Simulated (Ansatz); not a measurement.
**Nb: a Nb atom hops into a vacancy**

One Nb atom is taken out of a 2×2×2 supercell of Nb. How high is the barrier for its neighbour Nb1, 2.83 Å away, to move into the hole? The program relaxes both ends, then the band.

Method: DFT PBE, plane waves, PAW, scalar-relativistic, no spin polarisation, in Ansatz 0.2.0.

### Step 1. Starting point

The cell holds 7 atoms (Nb7): a = 5.673 Å, b = 5.673 Å, c = 5.673 Å, α = 109.47°, β = 109.47°, γ = 109.47°.

The empty site lies at (1.68, 1.63, -1.60) Å, and Nb1 starts at (0.00, -0.02, -0.02) Å. All atoms were shaken by about 0.02 Å to break the symmetry.

Structure file:

```
Nb
1.0
    -3.27556    3.27556    3.27556
     3.27556   -3.27556    3.27556
     3.27556    3.27556   -3.27556
Nb
7
Direct
  0.99414 0.99686 0.99691
  0.99584 0.49727 0.99471
  0.00319 0.50480 0.50544
  0.50538 0.99934 0.99693
  0.50100 0.99969 0.49881
  0.49885 0.50384 0.00256
  0.49560 0.49414 0.49562
```

### Step 2. Nudged elastic band

crystal.atoms is the first end and neb.final_atoms the second, which differs in Nb1 alone.

File input.yaml:

```yaml
crystal:
  lattice:
    - [-3.275556, 3.275556, 3.275556]
    - [3.275556, -3.275556, 3.275556]
    - [3.275556, 3.275556, -3.275556]
  atoms:
    - { symbol: Nb, position: [-0.00586111, -0.00314313, -0.00308868] }
    - { symbol: Nb, position: [-0.00415681, 0.49727458, -0.0052882] }
    - { symbol: Nb, position: [0.00319097, 0.50480332, 0.50543957] }
    - { symbol: Nb, position: [0.50538057, -0.00065906, -0.00307153] }
    - { symbol: Nb, position: [0.50099924, -0.00031075, 0.49881307] }
    - { symbol: Nb, position: [0.49885414, 0.50383951, 0.00256397] }
    - { symbol: Nb, position: [0.49559635, 0.49414134, 0.49562074] }
kpoints:
  mp_grid: { grid: [3, 3, 3] }
magnetization:
  spin_polarized: false
scf:
  occupations: { method: gaussian, width: 0.1 }
hamiltonian:
  pseudopotentials: { kind: paw }
  xc: pbe
basis:
  ecutwfc: 420
neb:
  images: 3
  relax_end_points: true
  climbing: true
  f_tol: 0.05
  max_iterations: 40
  order_check: false
  final_atoms:
    - { symbol: Nb, position: [0.00488074, 0.01189028, 0.50455805] }
    - { symbol: Nb, position: [-0.00415681, 0.49727458, -0.0052882] }
    - { symbol: Nb, position: [0.00319097, 0.50480332, 0.50543957] }
    - { symbol: Nb, position: [0.50538057, -0.00065906, -0.00307153] }
    - { symbol: Nb, position: [0.50099924, -0.00031075, 0.49881307] }
    - { symbol: Nb, position: [0.49885414, 0.50383951, 0.00256397] }
    - { symbol: Nb, position: [0.49559635, 0.49414134, 0.49562074] }
```

Run with:

```sh
$ ansatz run input.yaml --threads 4 --pin off --max-ram 8192MiB --backend cpu --events-out ev --progress --plain --runs-dir out
```

The program printed, cut to the lines that bear on the results:

```text
Warning: neb: disabling space-group detection — the band's intermediate images generally break the endpoint symmetry, so no spatial operation reduces the k-mesh or symmetrises the density, except that a semilocal band can use its path's symmetry ahead of convergence; time reversal is [...]
Warning: RAYON_NUM_THREADS=4 ignored (pool sized by the plan → 4); use --threads N
[...]
Pseudopotentials: kind: paw
Pseudopotential: Nb, paw, valence charge 13, recommended cutoff 420 eV (normal), Nb.paw.azcp
Functional definition: PBE
[...]
parallel-image band execution: 3 concurrent image workers
NEB image 0
Crystal: 7 atoms, lattice volume = 140.577 Å³
Basis set: ecut = 420 eV, 2731 PW (Γ), exchange–correlation on 80×80×80 points (8 copies of the dense FFT grid, shifted against one another)
Bands: 55, of which v1, the nominal top of the filled ones, is band 46 counted from 1 (45 counted from 0)
Symmetry: 1 space group operations
k-points: 14 of 27 (time reversal used)
[...]
SCF iter   1: F=—  HF=-31863.302860 eV  |F-HF|=—  |Δ(HF+E_count)|=         —  Δρ=6.29e-3  dr2=8.63e-2  ethr=1.77e-3  ⟨swp⟩=6.0  Hψ=3106  notcnv=0
[...]
NSCF: frozen V_eff on 14 k-points
NEB image 4
[...]
NSCF: frozen V_eff on 14 k-points
NEB end point (image 0): max|allowed force component| = 5.149e-1 eV/Å (the criterion of neb.relax_end_points is 1.000e-2)
NEB end point (image 4): max|allowed force component| = 3.797e-1 eV/Å (the criterion of neb.relax_end_points is 1.000e-2)
NEB image 0, for its relaxation
[...]
NEB image 0, for its relaxation
[...]
NEB image 0, for its relaxation
[...]
NEB image 0
[...]
NSCF: frozen V_eff on 14 k-points
NEB end point (image 0): relaxed in 20 SCF iterations, 0.034426 eV lower, largest move of an atom 0.040 Å; not tested for a saddle point
NEB image 4, for its relaxation
[...]
SCF iter   2: F=-31863.287468 eV  HF=-31863.287468 eV  |F-HF|=2.62e-9  |Δ(HF+E_count)|=   1.74e-6  Δρ=3.20e-6  dr2=1.92e-8  ethr=4.76e-11  ⟨swp⟩=2.0  Hψ=746  notcnv=0
[...]
```

### Step 3. The output, continued

The log, continued, cut to the lines that bear on the results:

```text
SCF iter   3: F=-31863.287468 eV  HF=-31863.287468 eV  |F-HF|=8.73e-11  |Δ(HF+E_count)|=   8.61e-9  Δρ=4.98e-7  dr2=5.46e-10  ethr=2.11e-11  ⟨swp⟩=2.0  Hψ=962  notcnv=0
[...]
NEB image 4, for its relaxation
[...]
NEB image 4, for its relaxation
[...]
NEB image 4, for its relaxation
[...]
NEB image 4
[...]
NSCF: frozen V_eff on 14 k-points
NEB end point (image 4): relaxed in 26 SCF iterations, 0.035636 eV lower, largest move of an atom 0.048 Å; not tested for a saddle point
NEB image 1
[...]
NEB image 2
[...]
NEB image 3
[...]
NEB iter   1: max|band force component| = 7.395e-1 eV/Å  barrier→ = 0.6467 eV  barrier← = 0.6468 eV  Δτ_max = 0.1967 Å  (47 SCF iters)
NEB image 1
[...]
NEB image 2
[...]
NEB image 3
[...]
SCF iter   1: F=—  HF=-31863.121646 eV  |F-HF|=—  |Δ(HF+E_count)|=         —  Δρ=2.10e-2  dr2=5.30e-1  ethr=5.71e-4  ⟨swp⟩=1.0  Hψ=3610  notcnv=0
[...]
```

### Step 4. More of the same log

The log, continued, cut to the lines that bear on the results:

```text
SCF iter   2: F=—  HF=-31863.088465 eV  |F-HF|=—  |Δ(HF+E_count)|=   3.32e-2  Δρ=1.22e-2  dr2=1.79e-1  ethr=5.71e-4  ⟨swp⟩=1.0  Hψ=770  notcnv=0
[...]
NEB iter   2: max|band force component| = 3.809e-1 eV/Å  barrier→ = 0.3900 eV  barrier← = 0.3900 eV  CI = image 2  Δτ_max = 0.0715 Å  (24 SCF iters)
[...]
NEB iter   5: max|band force component| = 9.680e-2 eV/Å  barrier→ = 0.2915 eV  barrier← = 0.2915 eV  CI = image 2  Δτ_max = 0.0613 Å  (19 SCF iters)
[...]
NEB iter   6: max|band force component| = 3.266e-2 eV/Å  barrier→ = 0.2808 eV  barrier← = 0.2808 eV  CI = image 2  Δτ_max = 0.0000 Å  (18 SCF iters)
SCF converged after 6 iterations
Free energy (F): -31863.042270 eV
[...]
E sigma→0 (E₀):  -31863.016042 eV
Entropy (-TS):   -0.052455 eV (-7.494 meV/atom)
Fermi energy:    15.783992 eV
[...]
--- Forces (eV/Å), atoms counted from 1 ---
[...]
  *   2    1.5930      0.280820                          2.428e-2
      3    2.2672      0.165779                          7.299e-3
      4    2.9414     -0.000014                                 —
  climbing-image geometry (image 2):
  cell:  # Å, volume = 140.5773 Å³
    - [-3.275556, 3.275556, 3.275556]
    - [3.275556, -3.275556, 3.275556]
    - [3.275556, 3.275556, -3.275556]
  atoms:
    - { symbol: Nb, position: [-5.9917754400173884e-5, 0.0004922387633053971, 0.26484298679762386] }
    - { symbol: Nb, position: [-0.00012325420963765765, 0.45773283616588245, -0.00972989269222635] }
    - { symbol: Nb, position: [-0.00018447116506062344, 0.5052281304494287, 0.4905461942586295] }
    - { symbol: Nb, position: [0.45723411858936525, 0.0004707588740773816, -0.009983198986528163] }
    - { symbol: Nb, position: [0.5048151171906515, 0.000528959561221419, 0.49035809888684356] }
    - { symbol: Nb, position: [0.4951009006835424, 0.4957281301685926, -0.014218863807699472] }
    - { symbol: Nb, position: [0.5425917816655395, 0.5432814610174928, 0.5329969805433571] }
```

Run time: 85 s. Hardware: 4 threads of Arm Neoverse V1, shared host; peak memory 0.81 GiB.

### Step 5. Images and barrier

The 3 inner images lie between the fixed ends 0 and 4. Energy is taken from image 0, and the path length is the program's own coordinate along the band.

| image | path (Å) | energy (eV) | Nb1 x y z (Å) | band force (eV/Å) |
| --- | --- | --- | --- | --- |
| 0 | 0.000 | 0.0000 | 0.00 0.00 0.00 | - |
| 1 | 0.797 | 0.2500 | 0.44 0.44 -0.44 | 0.033 |
| 2* | 1.593 | 0.2808 | 0.87 0.87 -0.87 | 0.024 |
| 3 | 2.267 | 0.1658 | 1.29 1.28 -1.28 | 0.007 |
| 4 | 2.941 | 0.0000 | 1.64 1.63 -1.63 | - |

The star marks the climbing image.

image, energy (eV) and a bar:
```
        0      0.000 
        1      0.250 ###########################
        2      0.281 ##############################
        3      0.166 ##################
        4      0.000
```

The top of the band by iteration:

```csv
iteration,highest image above image 0 (eV),largest band force (eV/Å)
1,0.6467,0.739
2,0.3900,0.381
3,0.2691,0.073
4,0.3068,0.117
5,0.2915,0.097
6,0.2808,0.033
```

The band as a trajectory file:

```xyz
7
Lattice="-3.276 3.276 3.276 3.276 -3.276 3.276 3.276 3.276 -3.276" Properties=species:S:1:pos:R:3 pbc="T T T" image=0 dE=0.0000
Nb   -0.002   -0.004   -0.002
Nb    1.634   -1.643    1.637
Nb    3.273   -0.005    0.000
Nb   -1.641    1.633    1.637
Nb   -0.004    3.271    0.000
Nb   -0.004   -0.006    3.275
Nb    1.634    1.632    1.638
7
Lattice="-3.276 3.276 3.276 3.276 -3.276 3.276 3.276 3.276 -3.276" Properties=species:S:1:pos:R:3 pbc="T T T" image=1 dE=0.2500
Nb    0.441    0.438   -0.441
Nb    1.606   -1.600    1.595
Nb    3.392   -0.108    0.107
Nb   -1.595    1.603    1.597
Nb   -0.108    3.390    0.105
Nb   -0.106   -0.111    3.159
Nb    1.678    1.678    1.669
7
Lattice="-3.276 3.276 3.276 3.276 -3.276 3.276 3.276 3.276 -3.276" Properties=species:S:1:pos:R:3 pbc="T T T" image=2 dE=0.2808
Nb    0.869    0.866   -0.866
Nb    1.468   -1.532    1.531
Nb    3.262   -0.049    0.047
Nb   -1.529    1.463    1.532
Nb   -0.046    3.258    0.049
Nb   -0.045   -0.049    3.292
Nb    1.748    1.744    1.811
7
Lattice="-3.276 3.276 3.276 3.276 -3.276 3.276 3.276 3.276 -3.276" Properties=species:S:1:pos:R:3 pbc="T T T" image=3 dE=0.1658
Nb    1.289    1.285   -1.282
Nb    1.471   -1.538    1.540
Nb    3.255   -0.043    0.044
Nb   -1.533    1.466    1.540
Nb   -0.038    3.250    0.046
Nb   -0.038   -0.043    3.303
Nb    1.743    1.738    1.812
7
Lattice="-3.276 3.276 3.276 3.276 -3.276 3.276 3.276 3.276 -3.276" Properties=species:S:1:pos:R:3 pbc="T T T" image=4 dE=0.0000
Nb    1.640    1.634   -1.630
Nb    1.640   -1.641    1.646
Nb    3.278   -0.004    0.008
Nb   -1.636    1.634    1.646
Nb    0.002    3.272    0.008
Nb    0.002   -0.004    3.284
Nb    1.640    1.634    1.646
```

### Step 6. Outcome

```
                    quantity                                                                   value
      relaxation of the ends  0.034 eV lower, moves up to 0.04 Å; 0.036 eV lower, moves up to 0.05 Å
            barrier forwards                                                                 0.28 eV
           barrier backwards                                                                 0.28 eV
second end relative to first                                                                0.000 eV
               highest image                                                   2 of 0 to 4, climbing
             band iterations                                                                       6
```

**Reading.** The barrier from the first end is 0.28 eV, 11 times kT at 300 K, which at an assumed attempt frequency of 10^13 s⁻¹ means a rate near 10^8 s⁻¹. The ends differ by 1 meV at most. The input switches the test of curvatures off, so the top was not shown to be a first-order saddle. The top still moved by 11 meV in the last iteration, which bounds the digits to trust. In 7 atoms the vacancy feels its images, and neither cell size nor mesh was tested. The k-mesh is coarse for this cell.
